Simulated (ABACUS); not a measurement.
# AlN (F-43m) in ABACUS: equation of state

Aim: energy against volume of AlN in PBEsol, for its equilibrium volume and stiffness.

All numbers are computed with ABACUS 3.10.1; they aren't measurements. Logs are shortened: lines on timing, memory, paths and dates and some standing lists are left out, and cuts for length are marked.

### 1 Starting point

It takes space group F-43m (No. 216, cubic). The conventional cell has a = 4.368 Å, b = 4.368 Å, c = 4.368 Å, α = 90.00°, β = 90.00°, γ = 90.00°. Around Al (site symmetry -43m) lie 4 N at 1.89 Å. N (site symmetry -43m) has 4 Al at 1.89 Å as nearest neighbours.

Measurements of this composition are mostly on another form, of space group No. 186.

### 2 Equation of state, PBEsol, 9.79 Å³/atom (volume scaled by 0.94)

Input file INPUT:

```
INPUT_PARAMETERS
suffix              AlN
calculation         scf
basis_type          pw
pseudo_dir          ./
symmetry            1
dft_functional      pbesol
ecutwfc             84
pseudo_rcut         7
nspin               1
nbands              8
ks_solver           dav
smearing_method     fd
smearing_sigma      0.00367493
scf_thr             1e-08
scf_nmax            100
mixing_type         broyden
mixing_beta         0.7
cal_force           1
cal_stress          1
kpar                4
```

Input file STRU:

```
ATOMIC_SPECIES
Al 26.9815 Al.upf
N 14.0070 N.upf

LATTICE_CONSTANT
1.8897261246

LATTICE_VECTORS
0.0000000000 2.1394097525 2.1394097525
2.1394097525 0.0000000000 2.1394097525
2.1394097525 2.1394097525 0.0000000000

ATOMIC_POSITIONS
Direct

Al
0.0
1
0.0000000000 0.0000000000 0.0000000000 1 1 1

N
0.0
1
0.2500000000 0.2500000000 0.2500000000 1 1 1
```

Input file KPT:

```
K_POINTS
0
Gamma
10 10 10 0 0 0
```

Potentials or basis: PseudoDojo NC SR 0.4.1 PBEsol standard, plane waves.

Command:

```sh
$ OMP_NUM_THREADS=1 mpirun -np 4 abacus > log
```

running log:

```text
ABACUS v3.10.1

               Atomic-orbital Based Ab-initio Computation at UStc

 ------------------------------------------------------------------------------------

 READING GENERAL INFORMATION
                           global_out_dir = OUT.AlN/
                           global_in_card = INPUT
                               pseudo_dir = ./
                              orbital_dir =
                                    DSIZE = 4
                                    GSIZE = 1

 READING UNITCELL INFORMATION
                                    ntype = 2
                  lattice constant (Bohr) = 1.88973
              lattice constant (Angstrom) = 1

 READING ATOM TYPE 1
                               atom label = Al
                      L=0, number of zeta = 1
                      L=1, number of zeta = 1
                      L=2, number of zeta = 1
             number of atom for this type = 1

 READING ATOM TYPE 2
                               atom label = N
                      L=0, number of zeta = 1
                      L=1, number of zeta = 1
                      L=2, number of zeta = 1
             number of atom for this type = 1

                        TOTAL ATOM NUMBER = 2
DIRECT COORDINATES
    atom                   x                   y                   z     mag                  vx                  vy                  vz
taud_Al1            0.0000000000        0.0000000000        0.0000000000  0.0000        0.0000000000        0.0000000000        0.0000000000
taud_N1            0.2500000000        0.2500000000        0.2500000000  0.0000        0.0000000000        0.0000000000        0.0000000000

                          Volume (Bohr^3) = 132.163
                             Volume (A^3) = 19.5845

 Lattice vectors: (Cartesian coordinate: in unit of a_0)
                   +0            +2.13941            +2.13941
             +2.13941                  +0            +2.13941
             +2.13941            +2.13941                  +0
 Reciprocal vectors: (Cartesian coordinate: in unit of 2 pi/a_0)
            -0.233709           +0.233709           +0.233709
            +0.233709           -0.233709           +0.233709
            +0.233709           +0.233709           -0.233709
 The esolver type has been set to : ksdft_pw

                PAO radial cut off (Bohr) = 7

 Read in pseudopotential file is Al.upf
                     pseudopotential type = NC
          exchange-correlation functional = PBESOL
                 nonlocal core correction = 1
                        valence electrons = 3
                                     lmax = 2
                           number of zeta = 2
                     number of projectors = 6
                           L of projector = 0
[... 5 lines left out ...]
                PAO radial cut off (Bohr) = 7

 Read in pseudopotential file is N.upf
                     pseudopotential type = NC
          exchange-correlation functional = PBESOL
                 nonlocal core correction = 1
                        valence electrons = 5
                                     lmax = 1
                           number of zeta = 2
                     number of projectors = 4
                           L of projector = 0
                           L of projector = 0
                           L of projector = 1
                           L of projector = 1
     initial pseudo atomic orbital number = 8

 SETUP THE ELECTRONS NUMBER
            electron number of element Al = 3
      total electron number of element Al = 3
             electron number of element N = 5
       total electron number of element N = 5
            AUTOSET number of electrons:  = 8
                           occupied bands = 4
                                   NBANDS = 8
                                   NLOCAL = 18

 SETUP THE PLANE WAVE BASIS
 energy cutoff for charge/potential (unit:Ry) = 336
            fft grid for charge/potential = [ 36, 36, 36 ]
                        fft grid division = [ 1, 1, 1 ]
        big fft grid for charge/potential = [ 36, 36, 36 ]
                                     nbxx = 46656
                                     nrxx = 46656

 SETUP PLANE WAVES FOR CHARGE/POTENTIAL
                    number of plane waves = 13803
                         number of sticks = 757

 PARALLEL PW FOR CHARGE/POTENTIAL
     PROC   COLUMNS(POT)             PW
        1            757          13803
 --------------- sum -------------------
        1            757          13803
                            number of |g| = 188
                                  max |g| = 30.3687
                                  min |g| = 0

----------- Double Check Mixing Parameters Begin ------------
mixing_type: broyden
mixing_beta: 0.7
mixing_gg0: 1
mixing_gg0_min: 0.1
[... 39 lines left out ...]
                                       C4 = 0
                                       C6 = 0
                                       S1 = 6
                                       S3 = 0
                                       S4 = 6
                                       S6 = 0
               POINT GROUP IN SPACE GROUP = T_d

 SETUP K-POINTS
                                    nspin = 1
                   Input type of k points = Monkhorst-Pack(Gamma)
                                   nkstot = 1000
                       right hand lattice = 1
(for reciprocal lattice: )
                             BRAVAIS TYPE = 2
                     BRAVAIS LATTICE NAME = 02. Cubic I (body-centered)
                                    ibrav = 2
                       right hand lattice = 1
(for k-lattice: )
                             BRAVAIS TYPE = 2
                     BRAVAIS LATTICE NAME = 02. Cubic I (body-centered)
                                    ibrav = 2
                       right hand lattice = 1
                        ROTATION MATRICES = 48
                               nkstot_ibz = 47
K-POINTS REDUCTION ACCORDING TO SYMMETRY
     IBZ    DIRECT_X    DIRECT_Y    DIRECT_Z  WEIGHT  ibz2bz
       1  0.00000000  0.00000000  0.00000000  0.0010       0
       2  0.10000000  0.10000000  0.10000000  0.0080       1
       3  0.20000000  0.20000000  0.20000000  0.0080       2
       4  0.30000000  0.30000000  0.30000000  0.0080       3
       5  0.40000000  0.40000000  0.40000000  0.0080       4
       6  0.50000000  0.50000000  0.50000000  0.0040       5
[... 22 lines left out ...]
      29  0.50000000  0.50000000  0.10000000  0.0240      45
      30 -0.20000000  0.40000000  0.40000000  0.0120      46
[... 17 further k points ...]

                               nkstot now = 47
[... K-POINTS DIRECT COORDINATES: 47 rows ...]

           k-point number in this process = 12
       minimum distributed K point number = 11
[... stars of the k points ...]

[... K-POINTS CARTESIAN COORDINATES: 12 rows ...]

[... K-POINTS DIRECT COORDINATES: 12 rows ...]

 SETUP PLANE WAVES FOR WAVE FUNCTIONS
     energy cutoff for wavefunc (unit:Ry) = 84
              fft grid for wave functions = [ 36, 36, 36 ]
                    number of plane waves = 2109
                         number of sticks = 211

 PARALLEL PW FOR WAVE FUNCTIONS
     PROC   COLUMNS(POT)             PW
        1            211           2109
 --------------- sum -------------------
        1            211           2109

 SETUP NONLOCAL PSEUDOPOTENTIALS IN PLANE WAVE BASIS
 Al non-local projectors:
 projector 1 L=0
 projector 2 L=0
 projector 3 L=1
 projector 4 L=1
 projector 5 L=2
 projector 6 L=2
 N non-local projectors:
 projector 1 L=0
 projector 2 L=0
 projector 3 L=1
 projector 4 L=1
      TOTAL NUMBER OF NONLOCAL PROJECTORS = 26

 Init Non-Local PseudoPotential table :
 Init Non-Local-Pseudopotential done.

                                     npwx = 1759

 Make real space PAO into reciprocal space.
       max mesh points in Pseudopotential = 701
     dq(describe PAO in reciprocal space) = 0.01
                                    max q = 1104

 number of pseudo atomic orbitals for Al is 2
WARNING: norm of atomic wavefunction # 1 of atomic type Al is 0.99922, renormalized
WARNING: norm of atomic wavefunction # 2 of atomic type Al is 0.98516, renormalized

 number of pseudo atomic orbitals for N is 2
WARNING: norm of atomic wavefunction # 2 of atomic type N is 0.999902, renormalized

 -------------------------------------------
 SELF-CONSISTENT
 -------------------------------------------
                                 init_chg = atomic

 PW ALGORITHM --------------- ION=   1  ELEC=   1--------------------------------

 Density error is 0.580090145235
                          Error Threshold = 0.01
----------------------------------------------------------
     Energy           Rydberg                 eV
----------------------------------------------------------
 E_KohnSham     -25.3122390478       -344.3906801881
 E_Harris       -23.0106127787       -313.0754482613
 E_Fermi        0.4730565975         6.4362652032
----------------------------------------------------------
[... 75 lines left out ...]
 Density error is 1.89863546507e-09
                          Error Threshold = 2.56155898511e-09
----------------------------------------------------------
     Energy           Rydberg                 eV
----------------------------------------------------------
 E_KohnSham     -25.5220442394       -347.2452262642
 E_KS(sigma->0) -25.5220442394       -347.2452262642
 E_Harris       -25.5219523144       -347.2439755603
 E_band         1.3800987956         18.7772074232
 E_one_elec     -0.2204395888        -2.9992344726
 E_Hartree      5.4479653924         74.1233718440
 E_xc           -8.4953148846        -115.5846887348
 E_Ewald        -22.2542551584       -302.7846749008
 E_entropy(-TS) -0.0000000000        -0.0000000000
 E_descf        0.0000000000         0.0000000000
 E_exx          0.0000000000         0.0000000000
 E_Fermi        0.6636562554         9.0295065874
----------------------------------------------------------

 charge density convergence is achieved
 final etot is -347.24522626 eV
 EFERMI = 9.0295065874 eV

 STATE ENERGY(eV) AND OCCUPATIONS    NSPIN == 1
 1/12 kpoint (Cartesian) = 0.0000 0.0000 0.0000 (1759 pws)
       1       -7.79977     0.00200000
       2        7.52370     0.00200000
       3        7.52370     0.00200000
       4        7.52370     0.00200000
       5        12.1971    6.12776e-31
       6        20.6116        0.00000
       7        20.6116        0.00000
       8        20.6116        0.00000
[... 41 lines left out ...]
 6/12 kpoint (Cartesian) = 0.11685 0.11685 0.11685 (1718 pws)
       1       -5.52062     0.00800000
       2        1.32944     0.00800000
       3        7.03168     0.00800000
       4        7.03168     0.00800000
       5        15.3715    6.56617e-58
       6        17.6896    4.81325e-78
       7        18.9614    4.32552e-89
       8        18.9614    4.32552e-89

[... levels at 6 further k points ...]

------------------------------------------------------------------------------------------
 TOTAL-FORCE (eV/Angstrom)
------------------------------------------------------------------------------------------
                       Al1         0.0000000000         0.0000000000         0.0000000000
                        N1         0.0000000000         0.0000000000         0.0000000000
------------------------------------------------------------------------------------------

----------------------------------------------------------------
 TOTAL-STRESS (KBAR)
----------------------------------------------------------------
       155.6417779895        -0.0000000000         0.0000000000
        -0.0000000000       155.6417779895         0.0000000000
        -0.0000000000         0.0000000000       155.6417779895
----------------------------------------------------------------
 TOTAL-PRESSURE: 155.641778 KBAR

 --------------------------------------------
 !FINAL_ETOT_IS -347.2452262642117944 eV
 --------------------------------------------
```

It took 1.7 s on 4 MPI ranks of AMD EPYC 9R45 (Zen 5), shared host; peak memory 0.28 GiB.

Results:

```
Free energy            : -347.2452 eV
Pressure               : 15.6 GPa
Band gap on the k mesh : 3.22 eV, indirect (least direct gap 4.67 eV)
```

### 3 Equation of state, PBEsol, 10.00 Å³/atom (volume scaled by 0.96)

INPUT is that of step 2.

STRU, as its differences from that of step 2:

```diff
@@ -8,5 +8,5 @@
 LATTICE_VECTORS
-0.0000000000 2.1394097525 2.1394097525
-2.1394097525 0.0000000000 2.1394097525
-2.1394097525 2.1394097525 0.0000000000
+0.0000000000 2.1544765148 2.1544765148
+2.1544765148 0.0000000000 2.1544765148
+2.1544765148 2.1544765148 0.0000000000
```

KPT is that of step 2.

Potentials or basis: PseudoDojo NC SR 0.4.1 PBEsol standard, plane waves.

Command:

```sh
$ OMP_NUM_THREADS=1 mpirun -np 4 abacus > log
```

Run time: 1.7 s. Hardware: 4 MPI ranks of AMD EPYC 9R45 (Zen 5), shared host; peak memory 0.28 GiB.

It converged, with:

```yaml
Free_energy: -347.2788 eV
Pressure: 10.3 GPa
Band_gap_on_the_k_mesh: 3.21 eV, indirect (least direct gap 4.48 eV)
```

### 4 Equation of state, PBEsol, 10.21 Å³/atom (volume scaled by 0.98)

INPUT is that of step 3.

STRU, as its differences from that of step 3:

```diff
@@ -8,5 +8,5 @@
 LATTICE_VECTORS
-0.0000000000 2.1544765148 2.1544765148
-2.1544765148 0.0000000000 2.1544765148
-2.1544765148 2.1544765148 0.0000000000
+0.0000000000 2.1693354430 2.1693354430
+2.1693354430 0.0000000000 2.1693354430
+2.1693354430 2.1693354430 0.0000000000
```

KPT is that of step 3.

Command:

```sh
$ OMP_NUM_THREADS=1 mpirun -np 4 abacus > log
```

Wall time 1.7 s (4 MPI ranks of AMD EPYC 9R45 (Zen 5), shared host); peak memory 0.28 GiB.

The run converged. Its results:

| Property | Result |
| --- | --- |
| Free energy | -347.2993 eV |
| Pressure | 5.5 GPa |
| Band gap on the k mesh | 3.20 eV, indirect (least direct gap 4.30 eV) |

### 5 Equation of state, PBEsol, 10.42 Å³/atom

INPUT is that of step 4.

STRU, as its differences from that of step 4:

```diff
@@ -8,5 +8,5 @@
 LATTICE_VECTORS
-0.0000000000 2.1693354430 2.1693354430
-2.1693354430 0.0000000000 2.1693354430
-2.1693354430 2.1693354430 0.0000000000
+0.0000000000 2.1839935596 2.1839935596
+2.1839935596 0.0000000000 2.1839935596
+2.1839935596 2.1839935596 0.0000000000
```

KPT is that of step 4.

Command:

```sh
$ OMP_NUM_THREADS=1 mpirun -np 4 abacus > log
```

Wall time 1.7 s (4 MPI ranks of AMD EPYC 9R45 (Zen 5), shared host); peak memory 0.28 GiB.

Results (log left out):

* Free energy: -347.3080 eV
* Pressure: 1.2 GPa
* Band gap on the k mesh: 3.19 eV, indirect (least direct gap 4.12 eV)

(Part 1 of 2 ends here.)
